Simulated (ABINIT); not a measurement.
# Ta (Im-3m) in ABINIT: further runs

Aim: see how the results for Ta move with the level of theory and the settings. Levels: PBE, BLYP+D4. Tasks: equation of state.

Everything below comes from runs of ABINIT 10.8.3 (patched build). Logs are shortened: lines on timing, memory, paths and dates and some standing lists are left out, and cuts for length are marked. The log counts tension as positive stress, the text compression.

**What was measured.**

From “Pressure effects on the electronic structure and superconductivity of (TaNb)0.67(HfZrTi)0.33 high entropy alloy”, 2019, arxiv:1910.08312, for a bulk crystal of Ta: bulk modulus 194 GPa.

The results are compared with them further down.

### 1 The crystal as given

It takes space group Im-3m (No. 229, cubic). Conventional cell: a = 3.303 Å, b = 3.303 Å, c = 3.303 Å, α = 90.00°, β = 90.00°, γ = 90.00°. Ta (site symmetry m-3m) is surrounded by 8 Ta at 2.86 Å.

### 2 Equation of state, PBE, spin-orbit coupling, no magnetisation

The input, run.abi:

```
# Datasets: one volume each
ndtset 7
getwfk -1
scalecart1 3*0.9795861087
scalecart2 3*0.9864848297
scalecart3 3*0.9932883884
scalecart4 3*1.0000000000
scalecart5 3*1.0066227096
scalecart6 3*1.0131594038
scalecart7 3*1.0196128224

# Pseudopotentials
pp_dirpath "./"
pseudos "Ta.GGA_PBE-JTH.xml"

# Structure
acell 2.8601008575 2.8601008575 2.8601008575 Angstrom
rprim
    -0.5773502692     0.5773502692     0.5773502692
     0.5773502692    -0.5773502692     0.5773502692
     0.5773502692     0.5773502692    -0.5773502692
ntypat 1
znucl 73
natom 1
typat 1
xred
     0.0000000000     0.0000000000     0.0000000000

# Plane-wave basis
ecut 408.170794 eV
pawecutdg 30.0

# k points
kptopt 4
ngkpt 11 11 11
nshiftk 1
shiftk 0.0 0.0 0.0

# Exchange and correlation
ixc 11

# Bands and occupations
nband 22
occopt 3
tsmear 0.00183747

# Spin
nspinor 2
nspden 1
pawspnorb 1

# SCF cycle
nstep 100
tolvrs 1.0e-9

# Output
iomode 3
prtwf 1
prtden 0
prteig 0
prtebands 0
enunit 1
```

Potentials or basis: JTH PAW PBE v2.0.

Started as:

```console
> abinit run.abi > log 2>&1
```

run.abo:

```text
.Version 10.8.3 of ABINIT
 DATASET    1 : space group I4 3 2 (#211); Bravais cI (body-center cubic)
================================================================================
 Values of the parameters that define the memory need for DATASET  1.
     intxc =       0    ionmov =       0      iscf =      17    lmnmax =      18
     lnmax =       6     mgfft =      20  mpssoang =       3    mqgrid =    3001
     natom =       1  nloc_mem =       2    nspden =       1   nspinor =       2
    nsppol =       1      nsym =      24    n1xccc =       1    ntypat =       1
    occopt =       3   xclevel =       2
       mpw =         329          nfft =        8000          nkpt =          66
 PAW method is used; the additional fine FFT grid is defined by:
   mgfftf=        30    nfftf =     27000
================================================================================
================================================================================
[... 71 lines left out ...]
 DATASET    7 : space group I4 3 2 (#211); Bravais cI (body-center cubic)
================================================================================
 Values of the parameters that define the memory need for DATASET  7.
     intxc =       0    ionmov =       0      iscf =      17    lmnmax =      18
     lnmax =       6     mgfft =      20  mpssoang =       3    mqgrid =    3001
     natom =       1  nloc_mem =       2    nspden =       1   nspinor =       2
    nsppol =       1      nsym =      24    n1xccc =       1    ntypat =       1
    occopt =       3   xclevel =       2
       mpw =         370          nfft =        8000          nkpt =          66
 PAW method is used; the additional fine FFT grid is defined by:
   mgfftf=        30    nfftf =     27000
================================================================================
================================================================================

--------------------------------------------------------------------------------
------------- Echo of variables that govern the present computation ------------
--------------------------------------------------------------------------------
 -outvars: echo values of preprocessed input variables --------
            acell      5.4048073131E+00  5.4048073131E+00  5.4048073131E+00 Bohr
              amu      1.80947900E+02
             ecut      1.50000000E+01 Hartree
           enunit           1
           getwfk          -1
                       outvar_i_n : Printing only first  50 k-points.
              ixc          11
           jdtset        1    2    3    4    5    6    7
                       outvar_i_n : Printing only first  50 k-points.
           kptopt           4
         kptrlatt       11    0    0      0   11    0      0    0   11
          kptrlen1     5.82392158E+01
          kptrlen2     5.86493646E+01
          kptrlen3     5.90538558E+01
          kptrlen4     5.94528804E+01
          kptrlen5     5.98466196E+01
          kptrlen6     6.02352449E+01
          kptrlen7     6.06189192E+01
            natom           1
            nband          22
           ndtset           7
            ngfft          20      20      20
          ngfftdg          30      30      30
             nkpt          66
          nspinor           2
            nstep         100
             nsym          24
           ntypat           1
                       prtocc : prtvol=0, do not print more k-points.
           occopt           3
        pawcpxocc           2
        pawecutdg      3.00000000E+01 Hartree
        pawspnorb           1
         pawxcdev           0
           prtden           0
        prtebands           0
           prteig           0
            rprim1    -5.6556430356E-01  5.6556430356E-01  5.6556430356E-01
                       5.6556430356E-01 -5.6556430356E-01  5.6556430356E-01
                       5.6556430356E-01  5.6556430356E-01 -5.6556430356E-01
            rprim2    -5.6954728199E-01  5.6954728199E-01  5.6954728199E-01
                       5.6954728199E-01 -5.6954728199E-01  5.6954728199E-01
                       5.6954728199E-01  5.6954728199E-01 -5.6954728199E-01
            rprim3    -5.7347531844E-01  5.7347531844E-01  5.7347531844E-01
                       5.7347531844E-01 -5.7347531844E-01  5.7347531844E-01
                       5.7347531844E-01  5.7347531844E-01 -5.7347531844E-01
            rprim4    -5.7735026920E-01  5.7735026920E-01  5.7735026920E-01
                       5.7735026920E-01 -5.7735026920E-01  5.7735026920E-01
                       5.7735026920E-01  5.7735026920E-01 -5.7735026920E-01
            rprim5    -5.8117389237E-01  5.8117389237E-01  5.8117389237E-01
                       5.8117389237E-01 -5.8117389237E-01  5.8117389237E-01
                       5.8117389237E-01  5.8117389237E-01 -5.8117389237E-01
            rprim6    -5.8494785453E-01  5.8494785453E-01  5.8494785453E-01
                       5.8494785453E-01 -5.8494785453E-01  5.8494785453E-01
                       5.8494785453E-01  5.8494785453E-01 -5.8494785453E-01
            rprim7    -5.8867373749E-01  5.8867373749E-01  5.8867373749E-01
                       5.8867373749E-01 -5.8867373749E-01  5.8867373749E-01
                       5.8867373749E-01  5.8867373749E-01 -5.8867373749E-01
          spgroup         211
           tolvrs      1.00000000E-09
           tsmear      1.83747000E-03 Hartree
            typat      1
           useylm           1
                       outvars : Printing only first  50 k-points.
            znucl       73.00000

================================================================================

 chkinp: Checking input parameters for consistency, jdtset=   1.

 chkinp: Checking input parameters for consistency, jdtset=   2.

 chkinp: Checking input parameters for consistency, jdtset=   3.

 chkinp: Checking input parameters for consistency, jdtset=   4.
[... 39 lines left out ...]
 getcut : COMMENT -
  Note that boxcut > 2.2 ; recall that boxcut=Gcut(box)/Gcut(sphere) = 2
  is sufficient for exact treatment of convolution.
  Such a large boxcut is a waste : you could raise ecut
  e.g. ecut=   39.610160 Hartrees makes boxcut=2

--- Pseudopotential description ------------------------------------------------
- pspini: atom type   1  psp file is ./Ta.GGA_PBE-JTH.xml
 Pseudopotential format is: paw10
 basis_size (lnmax)=  6 (lmn_size= 18), orbitals=   0   0   1   1   2   2
 Spheres core radius: rc_sph= 2.41973345
 Shapefunction is SIN type: shapef(r)=[sin(pi*r/rshp)/(pi*r/rshp)]**2
 Radius for shape functions =  2.11065461
 Compensation charge density is not taken into account in XC energy/potential

   9.99818744E+02                                ecore*ucvol(ha*bohr**3)
--------------------------------------------------------------------------------

[... 7 lines left out ...]

     iter   Etot(hartree)      deltaE(h)  residm     nres2
 ETOT  1  -57.256015447444    -5.726E+01 1.913E+01 4.474E+00
 ETOT  2  -59.020250990055    -1.764E+00 9.263E-02 3.529E+00
 ETOT  3  -59.005003431285     1.525E-02 1.729E-01 9.255E-01
 ETOT  4  -59.000006696085     4.997E-03 8.493E-02 1.819E-02
 ETOT  5  -59.000380054209    -3.734E-04 5.064E-03 1.585E-02
 ETOT  6  -59.000287250060     9.280E-05 2.362E-03 1.250E-03
 ETOT  7  -59.000282122144     5.128E-06 1.135E-03 3.740E-05
 ETOT  8  -59.000282619186    -4.970E-07 7.628E-04 4.138E-06
 ETOT  9  -59.000282628643    -9.457E-09 2.264E-04 5.459E-06
 ETOT 10  -59.000282613292     1.535E-08 1.856E-04 4.217E-07
 ETOT 11  -59.000282613919    -6.269E-10 2.148E-04 2.725E-07
[... 1176 lines left out ...]
 Cartesian components of stress tensor (hartree/bohr^3)
  sigma(1 1)=  3.30616731E-04  sigma(3 2)=  0.00000000E+00
  sigma(2 2)=  3.30616731E-04  sigma(3 1)=  0.00000000E+00
  sigma(3 3)=  3.30616731E-04  sigma(2 1)=  0.00000000E+00

-Cartesian components of stress tensor (GPa)         [Pressure= -9.7271E+00 GPa]
- sigma(1 1)=  9.72708006E+00  sigma(3 2)=  0.00000000E+00
- sigma(2 2)=  9.72708006E+00  sigma(3 1)=  0.00000000E+00
- sigma(3 3)=  9.72708006E+00  sigma(2 1)=  0.00000000E+00

== END DATASET(S) ==============================================================
================================================================================

 -outvars: echo values of variables after computation  --------
            acell      5.4048073131E+00  5.4048073131E+00  5.4048073131E+00 Bohr
           etotal1    -5.9000282612E+01
           etotal2    -5.9001450681E+01
           etotal3    -5.9002217408E+01
           etotal4    -5.9002592063E+01
           etotal5    -5.9002637095E+01
           etotal6    -5.9002379067E+01
           etotal7    -5.9001831698E+01
            fcart1     0.0000000000E+00  0.0000000000E+00  0.0000000000E+00
            fcart2     0.0000000000E+00  0.0000000000E+00  0.0000000000E+00
            fcart3    -0.0000000000E+00 -0.0000000000E+00 -0.0000000000E+00
            fcart4     0.0000000000E+00  0.0000000000E+00  0.0000000000E+00
            fcart5     0.0000000000E+00  0.0000000000E+00  0.0000000000E+00
            fcart6    -0.0000000000E+00 -0.0000000000E+00 -0.0000000000E+00
            fcart7    -0.0000000000E+00 -0.0000000000E+00 -0.0000000000E+00
            rprim1    -5.6556430356E-01  5.6556430356E-01  5.6556430356E-01
                       5.6556430356E-01 -5.6556430356E-01  5.6556430356E-01
                       5.6556430356E-01  5.6556430356E-01 -5.6556430356E-01
            rprim2    -5.6954728199E-01  5.6954728199E-01  5.6954728199E-01
                       5.6954728199E-01 -5.6954728199E-01  5.6954728199E-01
                       5.6954728199E-01  5.6954728199E-01 -5.6954728199E-01
            rprim3    -5.7347531844E-01  5.7347531844E-01  5.7347531844E-01
                       5.7347531844E-01 -5.7347531844E-01  5.7347531844E-01
[... 9 lines left out ...]
                       5.8494785453E-01  5.8494785453E-01 -5.8494785453E-01
            rprim7    -5.8867373749E-01  5.8867373749E-01  5.8867373749E-01
                       5.8867373749E-01 -5.8867373749E-01  5.8867373749E-01
                       5.8867373749E-01  5.8867373749E-01 -5.8867373749E-01
           strten1    -5.1294458027E-04 -5.1294458027E-04 -5.1294458027E-04
                       0.0000000000E+00  0.0000000000E+00  0.0000000000E+00
           strten2    -3.3284058751E-04 -3.3284058751E-04 -3.3284058751E-04
                       0.0000000000E+00  0.0000000000E+00  0.0000000000E+00
           strten3    -1.7169970911E-04 -1.7169970911E-04 -1.7169970911E-04
                       0.0000000000E+00  0.0000000000E+00  0.0000000000E+00
           strten4    -2.3822964879E-05 -2.3822964879E-05 -2.3822964879E-05
                       0.0000000000E+00  0.0000000000E+00  0.0000000000E+00
           strten5     1.0718695639E-04  1.0718695639E-04  1.0718695639E-04
                       0.0000000000E+00  0.0000000000E+00  0.0000000000E+00
           strten6     2.2485108954E-04  2.2485108954E-04  2.2485108954E-04
                       0.0000000000E+00  0.0000000000E+00  0.0000000000E+00
           strten7     3.3061673131E-04  3.3061673131E-04  3.3061673131E-04
                       0.0000000000E+00  0.0000000000E+00  0.0000000000E+00
 Calculation completed.
```

Wall time 1.9 min (1 thread of Arm Neoverse V2, shared host); peak memory 0.13 GiB.

What came out:

```
Equilibrium volume                      : 18.24 Å³/atom
Bulk modulus                            : 195 GPa
Pressure derivative of the bulk modulus : 4.0
```

Energy against volume, from the lowest point:
| volume (Å³/atom) | energy (meV/atom) |
| --- | --- |
| 16.930 | 64.07 |
| 17.290 | 32.28 |
| 17.650 | 11.42 |
| 18.010 | 1.23 |
| 18.371 | 0.00 |
| 18.731 | 7.02 |
| 19.091 | 21.92 |

Caveat: the cutoff is too short for stress, so the log's stress isn't used; pressures at fixed basis lie under the slope of the energies. PBE usually gives volumes a little too large and moduli too small.

[end of part 1 of 2]
